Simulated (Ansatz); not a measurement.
**Band table of Tl (bcc type)**

```
Tl
1.0
    -1.76634    1.76634    1.76634
     1.76634   -1.76634    1.76634
     1.76634    1.76634   -1.76634
Tl
1
Direct
  0.00000 0.00000 0.00000
```

The cell comes from a relaxation on PAW files under the same functional, begun from a prototype that needn't be the stable phase.

Computed with Ansatz 0.2.0; functional PBE, scalar-relativistic. Settings: a Γ-centred 15×15×15 k mesh, Fermi–Dirac smearing of 0.08 eV, no spin polarisation. Methods: LAPW: all electrons, basis error target 1 meV/atom.

This run: volume at 0.7 of the series' base cell.

Spin–orbit coupling is left out, which matters for the heavy atoms. The structure type is held throughout; the real material can change phase at far lower pressure.

Path points, in fractions of the reciprocal vectors: Γ (0.000, 0.000, 0.000), H (0.500, -0.500, 0.500), N (0.000, 0.000, 0.500), P (0.250, 0.250, 0.250). The distance column jumps between branches of the path. Levels in eV from the Fermi level; bands 12 to 20, counted from the lowest band of the run. The gap is zero, the pressure 24.5 GPa.

```
# k(1/Å) point b12 b13 b14 b15 b16 b17 b18 b19 b20
0.000 Γ -12.43 -12.43 -12.43 -12.27 -11.64 -11.64 12.61 12.61 12.61
0.222 - -12.41 -12.41 -12.38 -12.06 -11.69 -11.62 11.92 12.01 12.31
0.445 - -12.35 -12.35 -12.26 -11.83 -11.81 -11.18 9.27 10.35 10.35
0.667 - -12.23 -12.23 -12.07 -12.04 -11.87 -10.03 6.94 8.07 8.07
0.889 - -12.28 -12.05 -12.05 -12.05 -11.85 -8.42 5.19 5.90 5.90
1.112 - -12.53 -12.32 -11.80 -11.80 -11.62 -6.44 4.00 4.01 4.01
1.334 - -12.73 -12.61 -11.54 -11.54 -11.42 -4.16 2.52 2.52 3.17
1.556 - -12.87 -12.83 -11.32 -11.32 -11.29 -1.74 1.54 1.54 2.30
1.779 H -12.92 -12.92 -11.24 -11.24 -11.24 0.06 1.21 1.21 1.21
1.936 - -12.89 -12.88 -11.31 -11.28 -11.23 -0.92 0.88 1.38 2.31
2.093 - -12.81 -12.77 -11.51 -11.40 -11.22 -2.10 0.09 1.87 3.79
2.250 - -12.71 -12.59 -11.78 -11.58 -11.20 -3.06 -0.88 2.62 4.99
2.407 - -12.63 -12.36 -12.08 -11.74 -11.17 -3.79 -1.86 3.57 5.81
2.565 - -12.64 -12.37 -12.11 -11.81 -11.15 -4.30 -2.75 4.63 6.44
2.722 - -12.75 -12.59 -11.87 -11.78 -11.13 -4.64 -3.46 5.68 7.02
2.879 - -12.85 -12.74 -11.72 -11.69 -11.11 -4.82 -3.93 6.54 7.50
3.036 N -12.89 -12.79 -11.70 -11.62 -11.11 -4.88 -4.09 6.90 7.72
3.193 - -12.87 -12.77 -11.71 -11.62 -11.16 -6.30 -2.47 7.10 7.85
3.351 - -12.79 -12.74 -11.73 -11.63 -11.32 -7.85 -0.32 7.65 8.22
3.508 - -12.69 -12.68 -11.75 -11.63 -11.55 -9.18 2.01 8.53 8.83
3.665 - -12.61 -12.58 -11.81 -11.76 -11.64 -10.28 4.49 9.66 9.66
3.822 - -12.54 -12.49 -12.05 -11.75 -11.64 -11.15 7.09 10.66 10.95
3.979 - -12.48 -12.44 -12.25 -11.81 -11.67 -11.64 9.72 11.73 12.27
4.137 - -12.44 -12.42 -12.38 -12.15 -11.66 -11.64 12.00 12.50 12.64
4.294 Γ -12.43 -12.43 -12.43 -12.27 -11.64 -11.64 12.61 12.61 12.61
4.486 - -12.44 -12.44 -12.37 -12.09 -11.66 -11.66 12.01 12.01 12.21
4.679 - -12.47 -12.47 -12.25 -11.68 -11.68 -11.49 9.28 10.20 10.20
4.872 - -12.52 -12.52 -12.09 -11.69 -11.69 -10.51 6.33 8.21 8.21
5.064 - -12.56 -12.56 -11.94 -11.68 -11.68 -9.18 3.67 6.32 6.32
5.257 - -12.58 -12.58 -11.85 -11.66 -11.66 -7.57 1.46 4.58 4.58
5.449 - -12.54 -12.54 -11.87 -11.64 -11.64 -5.81 -0.13 3.02 3.02
5.642 - -12.44 -12.44 -12.04 -11.62 -11.62 -4.37 -0.64 1.68 1.68
5.834 P -12.31 -12.31 -12.31 -11.61 -11.61 -3.96 0.58 0.58 0.58
6.027 - -12.58 -12.17 -12.17 -11.61 -11.61 -4.05 -0.24 -0.24 2.86
6.219 - -12.74 -12.10 -12.10 -11.60 -11.60 -4.08 -0.73 -0.73 5.51
6.412 - -12.72 -12.16 -12.16 -11.55 -11.55 -3.96 -0.86 -0.86 8.22
6.604 - -12.50 -12.32 -12.32 -11.46 -11.46 -3.65 -0.66 -0.66 9.86
6.797 - -12.53 -12.53 -12.13 -11.37 -11.37 -3.13 -0.20 -0.20 8.08
6.989 - -12.73 -12.73 -11.71 -11.30 -11.30 -2.31 0.40 0.40 5.36
7.182 - -12.87 -12.87 -11.37 -11.26 -11.26 -1.13 0.96 0.96 2.86
7.374 H -12.92 -12.92 -11.24 -11.24 -11.24 0.06 1.21 1.21 1.21
8.915 P -12.31 -12.31 -12.31 -11.61 -11.61 -3.96 0.58 0.58 0.58
9.026 - -12.44 -12.33 -12.15 -11.62 -11.61 -4.03 -0.36 0.78 1.57
9.137 - -12.54 -12.40 -11.98 -11.62 -11.61 -4.19 -1.23 1.34 2.61
9.248 - -12.63 -12.49 -11.79 -11.64 -11.62 -4.39 -2.02 2.17 3.67
9.359 - -12.69 -12.61 -11.65 -11.62 -11.59 -4.57 -2.71 3.19 4.74
9.471 - -12.74 -12.72 -11.67 -11.62 -11.41 -4.71 -3.28 4.32 5.78
9.582 - -12.81 -12.77 -11.69 -11.62 -11.25 -4.81 -3.72 5.48 6.72
9.693 - -12.87 -12.78 -11.69 -11.62 -11.14 -4.86 -4.00 6.47 7.44
9.804 N -12.89 -12.79 -11.70 -11.62 -11.11 -4.88 -4.09 6.90 7.72
```
